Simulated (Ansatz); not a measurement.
Calculation for InSb (rocksalt type): DFT, PBE, all-electron LAPW, scalar-relativistic (Ansatz 0.2.0). This run: rocksalt relaxed under pressure.

The cell comes from a relaxation on PAW files under the same functional, begun from a prototype that needn't be the stable phase.

Command: `ansatz run input.yaml --threads 1 --pin off --max-ram 3584MiB --backend cpu --events-out ev --progress --plain --runs-dir out` It took 37 s on 1 thread of Arm Neoverse V2, on a shared host, peak memory 0.51 GiB.

```yaml
crystal:
  lattice:
    - [0.0, 2.9283191979, 2.9283191979]
    - [2.9283191979, 0.0, 2.9283191979]
    - [2.9283191979, 2.9283191979, 0.0]
  atoms:
    - { symbol: In, position: [0.0, 0.0, 0.0] }
    - { symbol: Sb, position: [0.5, 0.5, 0.5] }
kpoints:
  mp_grid: { grid: [12, 12, 12] }
scf:
  occupations: { method: fermi_dirac, width: 0.1 }
hamiltonian:
  xc: pbe
  pseudopotentials: { kind: all_electron, lapw: { basis_error: 0.0005 } }
output:
  forces: true
  stress: true
  eigenvalues: true
relax:
  f_tol: 0.005
  max_steps: 12
  cell: { p_target: 10.0, stress_tol: 0.03 }
```

Output:

```
The last accepted step is kept in <dir> (removed where the run ends without a failure and the disk answers)
LAPW: plane waves up to 8.361 Å⁻¹, error target 5.0e-4 eV per atom; small_component_spin mean_spin; In in spheres of 1.426 Å, 21 of its electrons in bands, Dirac shells []; Sb in spheres of 1.415 Å, 23 of its electrons in bands, Dirac shells [] (how accurate: hamiltonian.pseudopotentials.lapw.basis_error, Limitations)
Engine: ansatz 0.2.0
Pseudopotentials: kind: all_electron
Pseudopotential: In, LAPW, valence charge 21, lapw/all_electron/scalar/gaussian/In, Koelling and Harmon's equation, gaussian nucleus
Pseudopotential: Sb, LAPW, valence charge 23, lapw/all_electron/scalar/gaussian/Sb, Koelling and Harmon's equation, gaussian nucleus
Functional definition: PBE
  parameter kappa = 0.804
  parameter beta = 0.06672455060314922
  exchange = pbe_x(kappa = kappa, mu = beta*pi^2/3)
  correlation = pbe_c(beta = beta)
Crystal: 2 atoms, lattice volume = 50.221 Å³
Basis set: ecut = 266.3520791470019 eV, 531 PW (Γ), exchange–correlation at level 2
Bands: 27, of which v1, the nominal top of the filled ones, is band 22 counted from 1 (21 counted from 0)
Symmetry: 48 space group operations
Space group: Fm-3m (ITA 225), of the structure as read, at distance tolerance 3.7e-5 Å
k-points: 72 of 1728
Non-local potential: In, projectors of the file, none
Non-local potential: Sb, projectors of the file, none
Initial density: superposition of atomic densities (chi_scale 0.1, normalization cell, long waves kept (reshape's long-wave potential 0.00 eV rms))
Initial wavefunctions: plane waves of lowest kinetic energy (no species holds an atomic orbital)
Functional: x = pbe(κ = 0.804, μ = 0.2195149727645171), c = pbe(β = 0.06672455060314922)
iter 1 solved again at ethr=3.12e-4 eV; its pass at ethr=1.00e-1 eV (dr2=1.37e-1 eV) is discarded
SCF iter   1: F=—  HF=-336413.998476 eV  |F-HF|=—  |Δ(HF+E_count)|=         —  Δρ=1.40e-2  dr2=1.38e-1  ethr=3.12e-4  ⟨swp⟩=2.9  Hψ=12670  notcnv=0
preconditioner: auto → Kerker (q_TF=auto, 2.669 Å⁻¹)  [metal: Δε(μ)=0.071 eV  Ē_g=14.988 eV  σ=0.100 eV  W_gap=0.17  n_scr=14 (ndim 8)  ℏωp=22.2 eV  f_vac=0.000  D(μ)=1.18/eV (n_scr^D=8)]
SCF iter   2: F=—  HF=-336413.939117 eV  |F-HF|=—  |Δ(HF+E_count)|=   5.94e-2  Δρ=8.59e-3  dr2=5.19e-2  ethr=3.12e-4  ⟨swp⟩=2.0  Hψ=5580  notcnv=0
SCF iter   3: F=—  HF=-336413.935147 eV  |F-HF|=—  |Δ(HF+E_count)|=   3.97e-3  Δρ=5.17e-3  dr2=2.14e-2  ethr=1.18e-4  ⟨swp⟩=2.0  Hψ=5524  notcnv=0
SCF iter   4: F=—  HF=-336413.933751 eV  |F-HF|=—  |Δ(HF+E_count)|=   1.40e-3  Δρ=1.79e-3  dr2=2.83e-3  ethr=4.87e-5  ⟨swp⟩=2.0  Hψ=5536  notcnv=0
iter 5 solved again at ethr=5.20e-7 eV; its pass at ethr=6.43e-6 eV (dr2=2.29e-4 eV) is discarded
SCF iter   5: F=—  HF=-336413.934327 eV  |F-HF|=—  |Δ(HF+E_count)|=   5.76e-4  Δρ=4.95e-4  dr2=2.29e-4  ethr=5.20e-7  ⟨swp⟩=2.0  Hψ=9523  notcnv=0
SCF iter   6: F=—  HF=-336413.934130 eV  |F-HF|=—  |Δ(HF+E_count)|=   1.97e-4  Δρ=3.11e-4  dr2=4.62e-5  ethr=5.20e-7  ⟨swp⟩=2.0  Hψ=5515  notcnv=0
SCF iter   7: F=—  HF=-336413.934159 eV  |F-HF|=—  |Δ(HF+E_count)|=   2.87e-5  Δρ=8.76e-5  dr2=4.57e-6  ethr=1.05e-7  ⟨swp⟩=3.0  Hψ=5794  notcnv=0
SCF iter   8: F=—  HF=-336413.934162 eV  |F-HF|=—  |Δ(HF+E_count)|=   2.54e-6  Δρ=2.14e-5  dr2=3.79e-7  ethr=1.04e-8  ⟨swp⟩=3.0  Hψ=5829  notcnv=0
SCF iter   9: F=-336413.934162 eV  HF=-336413.934162 eV  |F-HF|=6.93e-9  |Δ(HF+E_count)|=   7.40e-8  Δρ=7.31e-6  dr2=4.45e-8  ethr=8.61e-10  ⟨swp⟩=2.0  Hψ=5515  notcnv=0
SCF 1 converged in 9 iterations: F = -336413.934162 eV  dr2 = 4.45e-8
relax step   1: F+E_penalty+E_count = -336413.93416157 eV  Δ(F+E_penalty+E_count) = +0.000e0 eV  max|allowed force component| = 1.995e-31 eV/Å  Δτ_max = 0.0000 Å  P = +10.007 GPa  Ω = 50.221 Å³  (9 SCF iters, accepted)
Initial density: handed on by an earlier stage of this run
Initial wavefunctions: those handed on with the density
iter 1 solved again at ethr=5.71e-11 eV; its pass at ethr=1.00e-1 eV (dr2=2.51e-8 eV) is discarded
SCF iter   1: F=—  HF=-336413.934162 eV  |F-HF|=—  |Δ(HF+E_count)|=         —  Δρ=5.78e-6  dr2=2.51e-8  ethr=5.71e-11  ⟨swp⟩=5.2  Hψ=9709  notcnv=0
preconditioner: auto → LDOS  [metal: Δε(μ)=0.071 eV  Ē_g=15.391 eV  σ=0.100 eV  W_gap=0.17  n_scr=14 (ndim 8)  ℏωp=22.2 eV  f_vac=0.015  D(μ)=1.17/eV (n_scr^D=8)  β→1.0]
iter 2 solved again at ethr=2.44e-12 eV; its pass at ethr=5.70e-11 eV (dr2=1.08e-9 eV) is discarded
SCF iter   2: F=-336413.934162 eV  HF=-336413.934162 eV  |F-HF|=8.73e-10  |Δ(HF+E_count)|=   7.16e-9  Δρ=1.30e-6  dr2=1.07e-9  ethr=2.44e-12  ⟨swp⟩=2.0  Hψ=9506  notcnv=0
SCF 2 converged in 2 iterations: F = -336413.934162 eV  dr2 = 1.07e-9
relax step   2: F+E_penalty+E_count = -336413.93416157 eV  Δ(F+E_penalty+E_count) = -2.969e-9 eV  max|allowed force component| = 1.777e-31 eV/Å  Δτ_max = 0.0000 Å  P = +10.007 GPa  Ω = 50.221 Å³  stress off target by 7.03e-3 GPa  SCF on the basis re-selected at this cell (its energy is not comparable with the rows above)  (2 SCF iters)
basis re-selected at this cell: Δ(F+E_penalty+E_count) = -2.969e-9 eV, ΔP = +0.000 GPa vs the last step (what re-selecting the basis moved, after the strain that the cell walked since its last selection, with what the two solves' SCF thresholds leave and, on support functions, any second-order correction that the steps lacked; it is no measure of the basis error at this ecutwfc). This SCF's stress stands 7.03e-3 GPa from its target on what of the cell is left free (relax.cell.stress_tol is 3.00e-2 GPa) and its largest allowed force component is 1.78e-31 eV/Å (relax.f_tol is 5.00e-3 eV/Å): within both
SCF converged after 2 iterations
Free energy (F): -336413.934162 eV
Harris-Foulkes:  -336413.934162 eV  (|F-HF|=8.73e-10)
Internal energy: -336413.897526 eV  (E = F + TS)
E sigma→0 (E₀):  -336413.915844 eV
Entropy (-TS):   -0.036636 eV (-18.318 meV/atom)
Fermi energy:    14.775838 eV
--- Per-component energies (eV) ---
  E_band       = -1366.118016
  E_kinetic    = 353866.688843
  E_xc         = -8998.840173
  E_electrostatic = -681281.746196  (all electrons and nuclei)
  E_smearing   = -0.036636  (= −TS)
  E_closure    = 0.000000  (closes the sum)
  E_atoms      = -336407.490643  (free atoms, spherical and without spin; not in F)
  Σ components = -336413.934162   (vs F -336413.934162, Δ=0.00e0)
  Basis errors (estimates in eV, not in F): energy 1.7e-4 per atom: plane waves 1.6e-4 (8.8e-5 summed), levels above the bands 3.2e-30, relativity 1.5e-8, radial functions 1.2e-5, core shells 7.7e-8; eigenvalues (radial functions only) 4.1e-7; not estimated: angular momenta, meshes, grids; target (lapw.basis_error) 5.0e-4; muffin-tin radii In 1.426 Å, Sb 1.415 Å
--- Forces (eV/Å), atoms counted from 1 ---
  atom   1  In     0.00000000    -0.00000000    -0.00000000
  atom   2  Sb     0.00000000    -0.00000000    -0.00000000
  max |Σ_I F_I| component: 5.65e-31 eV/Å
--- Stress (GPa, compression-positive) ---
       10.007033       0.000000       0.000000
        0.000000      10.007033      -0.000000
        0.000000      -0.000000      10.007033
  P = ⅓ Tr σ = 10.0070 GPa (100.070 kbar)
--- Band table (eV; the first three rows and the last of 72) ---
  k-point 0: bands = ["-129.1927", "-100.7167", "-82.1641", "-82.1641", "-82.1641", "-59.2006", "-59.2006", "-59.2006", "-14.0068", "-14.0068", "-13.9863", "-13.9863", "-13.9863", "0.1580", "0.1580", "0.1897", "0.1897", "0.1897", "2.8481", "14.6977", "14.6977", "14.6977", "15.4053", "21.1048", "21.1048", "21.1048", "21.3198"]
  k-point 1: bands = ["-129.1927", "-100.7167", "-82.1641", "-82.1641", "-82.1641", "-59.2006", "-59.2006", "-59.2006", "-14.0065", "-14.0065", "-13.9861", "-13.9859", "-13.9859", "0.1542", "0.1542", "0.1893", "0.1920", "0.1920", "2.9347", "13.5268", "14.7076", "14.7076", "16.3756", "20.4899", "20.7306", "20.7306", "21.2210"]
  k-point 2: bands = ["-129.1927", "-100.7167", "-82.1641", "-82.1641", "-82.1641", "-59.2006", "-59.2006", "-59.2006", "-14.0060", "-14.0060", "-13.9856", "-13.9848", "-13.9848", "0.1428", "0.1428", "0.1879", "0.1992", "0.1992", "3.1925", "12.0195", "14.7454", "14.7454", "17.1766", "19.7880", "19.7880", "19.9509", "21.1060"]
  k-point 71: bands = ["-129.1927", "-100.7167", "-82.1641", "-82.1641", "-82.1641", "-59.2007", "-59.2007", "-59.2007", "-14.0081", "-14.0021", "-13.9826", "-13.9826", "-13.9757", "-0.0134", "0.1342", "0.2028", "0.2028", "0.2587", "6.2332", "9.4294", "10.6052", "10.6052", "17.1966", "18.4417", "21.1631", "21.1631", "25.3789"]
--- Relaxed structure (1 steps of the walk, 1 accepted, 1 SCFs on fresh bases) ---
  F+E_penalty+E_count = -336413.93416157 eV   max|allowed force component| = 1.777e-31 eV/Å   (the final SCF, on the basis selected at the relaxed cell)
  cell:  # Å, volume = 50.2210 Å³
    - [0.0, 2.9283191979, 2.9283191979]
    - [2.9283191979, 0.0, 2.9283191979]
    - [2.9283191979, 2.9283191979, 0.0]
  atoms:
    - { symbol: In, position: [0.0, 0.0, 0.0] }
    - { symbol: Sb, position: [0.5, 0.5, 0.5] }
```

Next run (CsCl relaxed under pressure), as changes to the input before:

```diff
   lattice:
-    - [0.0, 2.9283191979, 2.9283191979]
-    - [2.9283191979, 0.0, 2.9283191979]
-    - [2.9283191979, 2.9283191979, 0.0]
+    - [3.6177032985, 0.0, 0.0]
+    - [0.0, 3.6177032985, 0.0]
+    - [0.0, 0.0, 3.6177032985]
   atoms:
```

Results part of the output:

```
basis re-selected at this cell: Δ(F+E_penalty+E_count) = -1.886e-8 eV, ΔP = -0.000 GPa vs the last step (what re-selecting the basis moved, after the strain that the cell walked since its last selection, with what the two solves' SCF thresholds leave and, on support functions, any second-order correction that the steps lacked; it is no measure of the basis error at this ecutwfc). This SCF's stress stands 5.79e-3 GPa from its target on what of the cell is left free (relax.cell.stress_tol is 3.00e-2 GPa) and its largest allowed force component is 1.28e-30 eV/Å (relax.f_tol is 5.00e-3 eV/Å): within both
SCF converged after 2 iterations
Free energy (F): -336413.771050 eV
Harris-Foulkes:  -336413.771050 eV  (|F-HF|=1.47e-8)
Internal energy: -336413.736629 eV  (E = F + TS)
E sigma→0 (E₀):  -336413.753840 eV
Entropy (-TS):   -0.034421 eV (-17.211 meV/atom)
Fermi energy:    16.159076 eV
--- Per-component energies (eV) ---
  E_band       = -1311.795982
  E_kinetic    = 353866.277664
  E_xc         = -8998.649620
  E_electrostatic = -681281.364674  (all electrons and nuclei)
  E_smearing   = -0.034421  (= −TS)
  E_closure    = 0.000000  (closes the sum)
  E_atoms      = -336407.490643  (free atoms, spherical and without spin; not in F)
  Σ components = -336413.771050   (vs F -336413.771050, Δ=0.00e0)
  Basis errors (estimates in eV, not in F): energy 1.3e-4 per atom: plane waves 1.3e-4 (6.9e-5 summed), levels above the bands 4.7e-33, relativity 8.9e-9, radial functions 3.0e-6, core shells 8.7e-9; eigenvalues (radial functions only) 1.9e-5; not estimated: angular momenta, meshes, grids; target (lapw.basis_error) 5.0e-4; muffin-tin radii In 1.529 Å, Sb 1.510 Å
--- Forces (eV/Å), atoms counted from 1 ---
  atom   1  In    -0.00000000     0.00000000     0.00000000
  atom   2  Sb    -0.00000000     0.00000000    -0.00000000
  max |Σ_I F_I| component: 4.40e-30 eV/Å
--- Stress (GPa, compression-positive) ---
       10.005790       0.000000       0.000000
        0.000000      10.005790       0.000000
        0.000000       0.000000      10.005790
  P = ⅓ Tr σ = 10.0058 GPa (100.058 kbar)
--- Band table (eV; the first three rows and the last of 84) ---
  k-point 0: bands = ["-128.1611", "-99.2856", "-81.1324", "-81.1324", "-81.1324", "-57.7707", "-57.7707", "-57.7707", "-12.9707", "-12.9707", "-12.9433", "-12.9433", "-12.9433", "1.4951", "1.4951", "1.6669", "1.6669", "1.6669", "3.7606", "14.8586", "15.3839", "15.3839", "15.3839", "20.2506", "20.2506", "25.8491", "25.8491"]
  k-point 1: bands = ["-128.1611", "-99.2856", "-81.1324", "-81.1324", "-81.1324", "-57.7708", "-57.7707", "-57.7707", "-12.9706", "-12.9684", "-12.9440", "-12.9440", "-12.9433", "1.4958", "1.5052", "1.6615", "1.6615", "1.6670", "3.8386", "13.8127", "15.4776", "15.4776", "16.0663", "20.3070", "20.8156", "25.3341", "25.3948"]
  k-point 2: bands = ["-128.1611", "-99.2856", "-81.1325", "-81.1324", "-81.1324", "-57.7710", "-57.7707", "-57.7707", "-12.9703", "-12.9622", "-12.9456", "-12.9456", "-12.9430", "1.4979", "1.5324", "1.6470", "1.6470", "1.6673", "4.0709", "12.3983", "15.7541", "15.7541", "16.6463", "20.4755", "22.2062", "24.2469", "24.2908"]
  k-point 83: bands = ["-128.1611", "-99.2855", "-81.1326", "-81.1326", "-81.1326", "-57.7716", "-57.7716", "-57.7716", "-12.9627", "-12.9627", "-12.9627", "-12.9177", "-12.9177", "1.4902", "1.4902", "1.4902", "1.7662", "1.7662", "8.6491", "13.7419", "13.7419", "13.7419", "14.0424", "15.4149", "15.4149", "15.4149", "34.3316"]
--- Relaxed structure (1 steps of the walk, 1 accepted, 1 SCFs on fresh bases) ---
  F+E_penalty+E_count = -336413.77105048 eV   max|allowed force component| = 1.282e-30 eV/Å   (the final SCF, on the basis selected at the relaxed cell)
  cell:  # Å, volume = 47.3477 Å³
    - [3.6177032985, 0.0, 0.0]
    - [0.0, 3.6177032985, 0.0]
    - [0.0, 0.0, 3.6177032985]
  atoms:
    - { symbol: In, position: [0.0, 0.0, 0.0] }
    - { symbol: Sb, position: [0.5, 0.5, 0.5] }
```

Next run (zincblende relaxed under pressure), as changes to the input before:

```diff
   lattice:
-    - [3.6177032985, 0.0, 0.0]
-    - [0.0, 3.6177032985, 0.0]
-    - [0.0, 0.0, 3.6177032985]
+    - [0.0, 3.1275664451, 3.1275664451]
+    - [3.1275664451, 0.0, 3.1275664451]
+    - [3.1275664451, 3.1275664451, 0.0]
   atoms:
-    - { symbol: Sb, position: [0.5, 0.5, 0.5] }
+    - { symbol: Sb, position: [0.25, 0.25, 0.25] }
 kpoints:
-  mp_grid: { grid: [12, 12, 12] }
+  mp_grid: { grid: [11, 11, 11] }
 scf:
```

Results part of the output:

```
basis re-selected at this cell: Δ(F+E_penalty+E_count) = -3.976e-8 eV, ΔP = -0.000 GPa vs the last step (what re-selecting the basis moved, after the strain that the cell walked since its last selection, with what the two solves' SCF thresholds leave and, on support functions, any second-order correction that the steps lacked; it is no measure of the basis error at this ecutwfc). This SCF's stress stands 2.20e-2 GPa from its target on what of the cell is left free (relax.cell.stress_tol is 3.00e-2 GPa) and its largest allowed force component is 1.97e-17 eV/Å (relax.f_tol is 5.00e-3 eV/Å): within both
SCF converged after 2 iterations
Free energy (F): -336414.106647 eV
Harris-Foulkes:  -336414.106647 eV  (|F-HF|=5.01e-9)
Internal energy: -336414.106073 eV  (E = F + TS)
E sigma→0 (E₀):  -336414.106360 eV
Entropy (-TS):   -0.000574 eV (-0.287 meV/atom)
Fermi energy:    11.855181 eV
--- Per-component energies (eV) ---
  E_band       = -1513.056353
  E_kinetic    = 353868.905617
  E_xc         = -8998.950553
  E_electrostatic = -681284.061137  (all electrons and nuclei)
  E_smearing   = -0.000574  (= −TS)
  E_closure    = 0.000000  (closes the sum)
  E_atoms      = -336407.490643  (free atoms, spherical and without spin; not in F)
  Σ components = -336414.106647   (vs F -336414.106647, Δ=0.00e0)
  Basis errors (estimates in eV, not in F): energy 2.1e-4 per atom: plane waves 1.9e-4 (1.2e-4 summed), levels above the bands 4.2e-31, relativity 1.5e-8, radial functions 2.1e-5, core shells 8.0e-7; eigenvalues (radial functions only) 1.8e-7; not estimated: angular momenta, meshes, grids; target (lapw.basis_error) 5.0e-4; muffin-tin radii In 1.316 Å, Sb 1.311 Å
--- Forces (eV/Å), atoms counted from 1 ---
  atom   1  In    -0.00000000     0.00000000     0.00000000
  atom   2  Sb     0.00000000    -0.00000000     0.00000000
  max |Σ_I F_I| component: 6.94e-18 eV/Å
--- Stress (GPa, compression-positive) ---
        9.978024      -0.000000      -0.000000
       -0.000000       9.978024       0.000000
       -0.000000       0.000000       9.978024
  P = ⅓ Tr σ = 9.9780 GPa (99.780 kbar)
--- Band table (eV; the first three rows and the last of 56) ---
  k-point 0: bands = ["-132.4226", "-104.1428", "-85.3943", "-85.3943", "-85.3943", "-62.6272", "-62.6272", "-62.6272", "-17.2436", "-17.2436", "-17.2436", "-17.2184", "-17.2184", "-3.3350", "-3.3350", "-3.3350", "-3.2159", "-3.2159", "0.0881", "11.5357", "11.5357", "11.5357", "11.9661", "14.4819", "14.4819", "14.4819", "17.3663"]
  k-point 1: bands = ["-132.4226", "-104.1428", "-85.3943", "-85.3943", "-85.3943", "-62.6272", "-62.6272", "-62.6272", "-17.2436", "-17.2434", "-17.2434", "-17.2184", "-17.2184", "-3.3412", "-3.3323", "-3.3323", "-3.2162", "-3.2162", "0.1761", "10.2910", "11.3924", "11.3924", "12.7170", "14.6733", "14.6733", "14.7311", "17.8591"]
  k-point 2: bands = ["-132.4226", "-104.1428", "-85.3943", "-85.3943", "-85.3943", "-62.6273", "-62.6272", "-62.6272", "-17.2436", "-17.2431", "-17.2431", "-17.2182", "-17.2182", "-3.3576", "-3.3254", "-3.3254", "-3.2168", "-3.2168", "0.4327", "8.7875", "11.0765", "11.0765", "12.7959", "15.0683", "15.0683", "15.6945", "18.5566"]
  k-point 55: bands = ["-132.4226", "-104.1428", "-85.3943", "-85.3943", "-85.3943", "-62.6273", "-62.6273", "-62.6273", "-17.2436", "-17.2428", "-17.2404", "-17.2182", "-17.2163", "-3.4377", "-3.2880", "-3.2757", "-3.2300", "-3.2163", "2.5004", "5.3167", "8.0406", "8.6109", "14.7341", "15.7656", "16.2934", "16.7877", "20.6543"]
--- Relaxed structure (1 steps of the walk, 1 accepted, 1 SCFs on fresh bases) ---
  F+E_penalty+E_count = -336414.10664679 eV   max|allowed force component| = 1.966e-17 eV/Å   (the final SCF, on the basis selected at the relaxed cell)
  cell:  # Å, volume = 61.1857 Å³
    - [0.0, 3.1275664451, 3.1275664451]
    - [3.1275664451, 0.0, 3.1275664451]
    - [3.1275664451, 3.1275664451, 0.0]
  atoms:
    - { symbol: In, position: [0.0, 0.0, 0.0] }
    - { symbol: Sb, position: [0.25, 0.25, 0.25] }
```

Spin–orbit coupling is left out, which matters for the heavy atoms.
